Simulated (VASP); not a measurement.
# C (Fd-3m) in VASP: single point with LDA

Aim: the single point of C with LDA.

Everything below comes from runs of VASP 6.6.1. Logs are shortened: lines on timing, memory, paths and dates and some standing lists are left out, and cuts for length are marked.

### 1 Starting point

Symmetry: Fd-3m, No. 227, cubic system. The conventional cell has a = 3.535 Å, b = 3.535 Å, c = 3.535 Å, α = 90.00°, β = 90.00°, γ = 90.00°. C (site symmetry -43m) has 4 C at 1.53 Å as nearest neighbours.

The cell was built by a generator and needn't be a form met in nature.

### 2 Single point, LDA

INCAR reads:

```
SYSTEM = C
ALGO = Normal ; EDIFF = 1E-7
ENCUT = 450 ; GGA = CA
ISIF = 2 ; ISMEAR = -1
LASPH = .TRUE. ; LCHARG = .FALSE.
LREAL = .FALSE. ; LWAVE = .FALSE.
NELM = 80 ; PREC = Accurate
SIGMA = 0.05
```

KPOINTS reads:

```
k-points
0
G
  2 2 2
  0 0 0
```

POSCAR reads:

```
C
1.0
    7.0700000000      0.0000000000      0.0000000000
    0.0000000000      7.0700000000      0.0000000000
    0.0000000000      0.0000000000      7.0700000000
C
64
Direct
    0.5000000000      0.0000000000      0.0000000000
    0.7500000000      0.2500000000      0.0000000000
    0.7500000000      0.0000000000      0.2500000000
    0.0000000000      0.0000000000      0.0000000000
    0.2500000000      0.2500000000      0.0000000000
    0.5000000000      0.5000000000      0.0000000000
    0.7500000000      0.7500000000      0.0000000000
    0.2500000000      0.0000000000      0.2500000000
    0.5000000000      0.2500000000      0.2500000000
    0.7500000000      0.5000000000      0.2500000000
    0.5000000000      0.0000000000      0.5000000000
    0.7500000000      0.2500000000      0.5000000000
    0.7500000000      0.0000000000      0.7500000000
    0.0000000000      0.5000000000      0.0000000000
    0.2500000000      0.7500000000      0.0000000000
    0.0000000000      0.2500000000      0.2500000000
    0.2500000000      0.5000000000      0.2500000000
    0.5000000000      0.7500000000      0.2500000000
    0.0000000000      0.0000000000      0.5000000000
    0.2500000000      0.2500000000      0.5000000000
    0.5000000000      0.5000000000      0.5000000000
    0.7500000000      0.7500000000      0.5000000000
    0.2500000000      0.0000000000      0.7500000000
    0.5000000000      0.2500000000      0.7500000000
    0.7500000000      0.5000000000      0.7500000000
    0.0000000000      0.7500000000      0.2500000000
    0.0000000000      0.5000000000      0.5000000000
    0.2500000000      0.7500000000      0.5000000000
    0.0000000000      0.2500000000      0.7500000000
    0.2500000000      0.5000000000      0.7500000000
    0.5000000000      0.7500000000      0.7500000000
    0.0000000000      0.7500000000      0.7500000000
    0.6250000000      0.1250000000      0.1250000000
    0.8750000000      0.3750000000      0.1250000000
    0.8750000000      0.1250000000      0.3750000000
    0.1250000000      0.1250000000      0.1250000000
    0.3750000000      0.3750000000      0.1250000000
    0.6250000000      0.6250000000      0.1250000000
    0.8750000000      0.8750000000      0.1250000000
    0.3750000000      0.1250000000      0.3750000000
    0.6250000000      0.3750000000      0.3750000000
    0.8750000000      0.6250000000      0.3750000000
    0.6250000000      0.1250000000      0.6250000000
    0.8750000000      0.3750000000      0.6250000000
    0.8750000000      0.1250000000      0.8750000000
    0.1250000000      0.6250000000      0.1250000000
    0.3750000000      0.8750000000      0.1250000000
    0.1250000000      0.3750000000      0.3750000000
    0.3750000000      0.6250000000      0.3750000000
    0.6250000000      0.8750000000      0.3750000000
    0.1250000000      0.1250000000      0.6250000000
    0.3750000000      0.3750000000      0.6250000000
    0.6250000000      0.6250000000      0.6250000000
    0.8750000000      0.8750000000      0.6250000000
    0.3750000000      0.1250000000      0.8750000000
    0.6250000000      0.3750000000      0.8750000000
    0.8750000000      0.6250000000      0.8750000000
    0.1250000000      0.8750000000      0.3750000000
    0.1250000000      0.6250000000      0.6250000000
    0.3750000000      0.8750000000      0.6250000000
    0.1250000000      0.3750000000      0.8750000000
    0.3750000000      0.6250000000      0.8750000000
    0.6250000000      0.8750000000      0.8750000000
    0.1250000000      0.8750000000      0.8750000000
```

Potentials or basis: VASP PAW LDA potentials, release 64 (C).

On the command line:

```sh
cat potpaw_LDA.64/C/POTCAR > POTCAR
mpirun -np 1 vasp_std > vasp.out
```

OUTCAR:

```text
SYSTEM = C
   EDIFF = 1E-7
   ENCUT = 450
   GGA = CA
   ISIF = 2
   ISMEAR = -1
   LASPH = .TRUE.
   LREAL = .FALSE.
   NELM = 80
   PREC = Accurate

 ion  position               nearest neighbor table
   1  0.500  0.000  0.000-  33 1.53  47 1.53  55 1.53  63 1.53
   2  0.750  0.250  0.000-  33 1.53  34 1.53  45 1.53  56 1.53
   3  0.750  0.000  0.250-  33 1.53  35 1.53  39 1.53  50 1.53
   4  0.000  0.000  0.000-  36 1.53  39 1.53  45 1.53  64 1.53
   5  0.250  0.250  0.000-  36 1.53  37 1.53  55 1.53  61 1.53
   6  0.500  0.500  0.000-  37 1.53  38 1.53  56 1.53  62 1.53
[... 56 lines left out ...]
  63  0.625  0.875  0.875-   1 1.53   7 1.53  13 1.53  31 1.53
  64  0.125  0.875  0.875-   4 1.53  15 1.53  23 1.53  32 1.53

  LATTYP: Found a simple cubic cell.
 ALAT       =     7.0700000000

  Lattice vectors:

 A1 = (   7.0700000000,   0.0000000000,   0.0000000000)
 A2 = (   0.0000000000,   7.0700000000,   0.0000000000)
 A3 = (   0.0000000000,   0.0000000000,   7.0700000000)

Analysis of symmetry for initial positions (statically):
=====================================================================
 Subroutine PRICEL returns following result:

  LATTYP: Found a face centered cubic cell.
 ALAT       =     3.5350000000

  Lattice vectors:

 A1 = (   1.7675000000,  -1.7675000000,   0.0000000000)
 A2 = (   1.7675000000,   0.0000000000,   1.7675000000)
 A3 = (   0.0000000000,  -1.7675000000,   1.7675000000)

  32 primitive cells build up your supercell.

 Routine SETGRP: Setting up the symmetry group for a
 simple cubic supercell.

 Subroutine GETGRP returns: Found 48 space group operations
 (whereof 24 operations were pure point group operations)
 out of a pool of 48 trial point group operations.

The static configuration has the point symmetry T_d .
 The point group associated with its full space group is O_h .

Analysis of symmetry for dynamics (positions and initial velocities):
=====================================================================
 Subroutine PRICEL returns following result:

  LATTYP: Found a face centered cubic cell.
 ALAT       =     3.5350000000

  Lattice vectors:

 A1 = (   1.7675000000,  -1.7675000000,   0.0000000000)
 A2 = (   1.7675000000,   0.0000000000,   1.7675000000)
 A3 = (   0.0000000000,  -1.7675000000,   1.7675000000)

  32 primitive cells build up your supercell.

 Routine SETGRP: Setting up the symmetry group for a
 simple cubic supercell.

 Subroutine GETGRP returns: Found 48 space group operations
 (whereof 24 operations were pure point group operations)
 out of a pool of 48 trial point group operations.

The dynamic configuration has the point symmetry T_d .
 The point group associated with its full space group is O_h .

 Subroutine INISYM returns: Found 48 space group operations
 (whereof 24 operations are pure point group operations),
 and found    32 'primitive' translations

----------------------------------------------------------------------------------------

                                     Primitive cell

  volume of cell :      11.0435

  direct lattice vectors                    reciprocal lattice vectors
     1.767500000 -1.767500000  0.000000000     0.282885431 -0.282885431 -0.282885431
     1.767500000  0.000000000  1.767500000     0.282885431  0.282885431  0.282885431
     0.000000000 -1.767500000  1.767500000    -0.282885431 -0.282885431  0.282885431

  length of vectors
     2.499622471  2.499622471  2.499622471     0.489971940  0.489971940  0.489971940

  position of ions in fractional coordinates (direct lattice)
     1.000000000  0.000000000  0.000000000
     0.750000000  0.750000000  0.750000000

  ion indices of the primitive-cell ions
   primitive index   ion index
                 1           1
                 2          33

----------------------------------------------------------------------------------------

 KPOINTS: k-points

Automatic generation of k-mesh.
 Grid dimensions read from file:
 generate k-points for:    2    2    2

 Generating k-lattice:

  Cartesian coordinates                     Fractional coordinates (reciprocal lattice)
     0.070721358  0.000000000  0.000000000     0.500000000  0.000000000  0.000000000
     0.000000000  0.070721358  0.000000000     0.000000000  0.500000000  0.000000000
     0.000000000  0.000000000  0.070721358     0.000000000  0.000000000  0.500000000

  Length of vectors
     0.070721358  0.070721358  0.070721358

  Shift w.r.t. Gamma in fractional coordinates (k-lattice)
     0.000000000  0.000000000  0.000000000

 Subroutine IBZKPT returns following result:
 ===========================================

 Found      4 irreducible k-points:

 Following reciprocal coordinates:
            Coordinates               Weight
  0.000000  0.000000  0.000000      1.000000
  0.500000  0.000000  0.000000      3.000000
  0.500000  0.500000  0.000000      3.000000
  0.500000  0.500000  0.500000      1.000000
   k-points           NKPTS =      4   k-points in BZ     NKDIM =      4   number of bands    NBANDS=    161
   number of dos      NEDOS =    301   number of ions     NIONS =     64
   total plane-waves  NPLWV = 125000
   dimension x,y,z NGX =    50 NGY =   50 NGZ =   50
   dimension x,y,z NGXF=   100 NGYF=  100 NGZF=  100
   ions per type =              64
   NGX,Y,Z   is equivalent  to a cutoff of  11.76, 11.76, 11.76 a.u.
   NGXF,Y,Z  is equivalent  to a cutoff of  23.51, 23.51, 23.51 a.u.
 SYSTEM =  C
   PREC   = accura    normal or accurate (medium, high low for compatibility)
   ISTART =      0    job   : 0-new  1-cont  2-samecut
   ICHARG =      2    charge: 1-file 2-atom 10-const
   ISPIN  =      1    spin polarized calculation?
   LNONCOLLINEAR =      F non collinear calculations
   LSORBIT =      F    spin-orbit coupling
   LASPH  =      T    aspherical Exc in radial PAW
   ENCUT  =  450.0 eV  33.07 Ry    5.75 a.u.  12.23 12.23 12.23*2*pi/ulx,y,z
   NELM   =     80;   NELMIN=  2; NELMDL= -5     # of ELM steps
   EDIFF  = 0.1E-06   stopping-criterion for ELM
   LREAL  =      F    real-space projection
   EDIFFG = 0.1E-05   stopping-criterion for IOM
   NSW    =      0    number of steps for IOM
   IBRION =     -1    ionic relax: 0-MD 1-quasi-New 2-CG
   NFREE  =      0    steps in history (QN), initial steepest desc. (CG)
   ISIF   =      2    stress and relaxation
   ISYM   =      2    0-nonsym 1-usesym 2-fastsym
   POTIM  = 0.5000    time-step for ionic-motion
   TEBEG  =    0.0;   TEEND  =   0.0 temperature during run
   PSTRESS=    0.0 pullay stress
   NELECT =     256.0000    total number of electrons
   NUPDOWN=      -1.0000    fix difference up-down
   EMIN   =  10.00;   EMAX   =-10.00  energy-range for DOS
   EFERMI =   0.00;   METHOD = LEGACY
   ISMEAR =    -1;   SIGMA  =   0.05  broadening in eV -4-tet -1-fermi 0-gaus
   EFERMI_NEDOS =   21; number of points for ismear=-14 and -15
   IALGO  =     38    algorithm
   IMIX   =      4    mixing-type and parameters
     AMIX     =   0.40;   BMIX     =  1.00
     AMIX_MAG =   1.60;   BMIX_MAG =  1.00
  volume/ion in A,a.u.               =       5.52        37.26
  Fermi-wavevector in a.u.,A,eV,Ry     =   1.470287  2.778439 29.412305  2.161743
  Thomas-Fermi vector in A             =   2.585562
   LORBIT       =      0    0 simple, 1 ext, 2 COOP (PROOUT), +10 PAW based schemes
   GGA     = CA    functional components
   LHFCALC =     F    Hartree Fock is set to
   AEXX    =    0.0000 exact exchange contribution
   IVDW    =     0    specifies the selected vdW correction
   LEPSILON=     F    determine dielectric tensor
   LRPA    =     F    only Hartree local field effects (RPA)
 non-spin polarized calculation
  energy-cutoff  :      450.00
  volume of cell :      353.39
 maximum number of plane-waves:      7692
 NGX is ok and might be reduce to    50
   NGX = 25   NGY = 25   NGZ = 25

 number of electron     255.9999999 magnetization

 Free energy of the ion-electron system (eV)
  ---------------------------------------------------
  ext. energy  EPLUGINS =         0.00000000
  ---------------------------------------------------
  free energy    TOTEN  =      -647.91251329 eV

  energy without entropy =     -647.91251329  energy(sigma->0) =     -647.91251329

 E-fermi :  11.2772     XC(G=0): -13.6296

 val. band max:       10.1199246856   @ k =   0.0000   0.0000   0.0000
 cond. band min:      14.2853898743   @ k =   0.5000   0.0000   0.0000
 fundamental gap:      4.1654651887
 Fermi energy:        11.2771683904

 k-point     1 :       0.0000    0.0000    0.0000
  band No.  band energies     occupation
      1     -11.5585      2.00000
      2      -9.2332      2.00000
      3      -9.2332      2.00000
      4      -9.2332      2.00000
      5      -9.2332      2.00000
      6      -9.2332      2.00000
[... 132 lines left out ...]
    139      14.8870      0.00000
    140      14.8870      0.00000

 k-point     2 :       0.5000    0.0000    0.0000
  band No.  band energies     occupation
      1     -10.9726      2.00000
      2     -10.9726      2.00000
      3      -8.6650      2.00000
      4      -8.6650      2.00000
      5      -8.6650      2.00000
      6      -8.6650      2.00000
[... 132 lines left out ...]
    139      16.7650      0.00000
    140      16.7650      0.00000

 k-point     3 :       0.5000    0.5000    0.0000
  band No.  band energies     occupation
      1     -10.3902      2.00000
      2     -10.3902      2.00000
      3     -10.3902      2.00000
      4     -10.3902      2.00000
      5      -8.1044      2.00000
      6      -8.1044      2.00000
[... 132 lines left out ...]
    139      16.5069      0.00000
    140      16.5069      0.00000

 k-point     4 :       0.5000    0.5000    0.5000
  band No.  band energies     occupation
      1      -9.8118      2.00000
      2      -9.8118      2.00000
      3      -9.8118      2.00000
      4      -9.8118      2.00000
      5      -9.8118      2.00000
      6      -9.8118      2.00000
[... 132 lines left out ...]
    139      16.2269      0.00000
    140      16.2269      0.00000
 [bands above 140 left out]

------------------------ aborting loop because EDIFF is reached ----------------------------------------

  FORCE on cell =-STRESS in cart. coord.  units (eV):
  Direction    XX          YY          ZZ          XY          YZ          ZX
  --------------------------------------------------------------------------------------
  -------------------------------------------------------------------------------------
  Total       -0.4092495     -0.4092495     -0.4092495      0.0000000      0.0000000     -0.0000000
  in kB       -1.8554127     -1.8554127     -1.8554127      0.0000000      0.0000000     -0.0000000
  external PRESSURE =      -1.8554127 kB  Pullay stress =       0.0000000 kB

 VOLUME and BASIS-vectors are now :
 -----------------------------------------------------------------------------
  energy-cutoff  :      450.00
  volume of cell :      353.39
      direct lattice vectors                 reciprocal lattice vectors
     7.070000000  0.000000000  0.000000000     0.141442716  0.000000000  0.000000000
     0.000000000  7.070000000  0.000000000     0.000000000  0.141442716  0.000000000
     0.000000000  0.000000000  7.070000000     0.000000000  0.000000000  0.141442716

 POSITION                                       TOTAL-FORCE (eV/Angst)
 -----------------------------------------------------------------------------------
      3.53500      0.00000      0.00000        -0.000000     -0.000000     -0.000000
      5.30250      1.76750      0.00000        -0.000000     -0.000000     -0.000000
      5.30250      0.00000      1.76750        -0.000000     -0.000000      0.000000
      0.00000      0.00000      0.00000        -0.000000     -0.000000     -0.000000
      1.76750      1.76750      0.00000        -0.000000     -0.000000     -0.000000
      3.53500      3.53500      0.00000        -0.000000     -0.000000     -0.000000
[... 56 lines left out ...]
      4.41875      6.18625      6.18625         0.000000     -0.000000      0.000000
      0.88375      6.18625      6.18625         0.000000     -0.000000      0.000000
 -----------------------------------------------------------------------------------
    total drift:                               -0.000002     -0.000002      0.000000

  FREE ENERGIE OF THE ION-ELECTRON SYSTEM (eV)
  ---------------------------------------------------
  free  energy   TOTEN  =      -647.9125132851 eV

  energy  without entropy=     -647.9125132850  energy(sigma->0) =     -647.91251329
```

Wall time 3.6 min (1 thread of Intel Xeon Platinum 8488C (Sapphire Rapids), shared host); peak memory 0.32 GiB.

What came out:

```yaml
Free_energy: -647.9125 eV
Band_gap_on_the_k_mesh: 4.17 eV
```

Caveat: the k mesh is coarse (spacing up to 0.44 Å⁻¹), so the values aren't converged; the cutoff is under 1.25 times the usual one of these potentials, so pressure, stress and relaxed cells hold a basis-set (Pulay) error. A k mesh can miss the band edges.
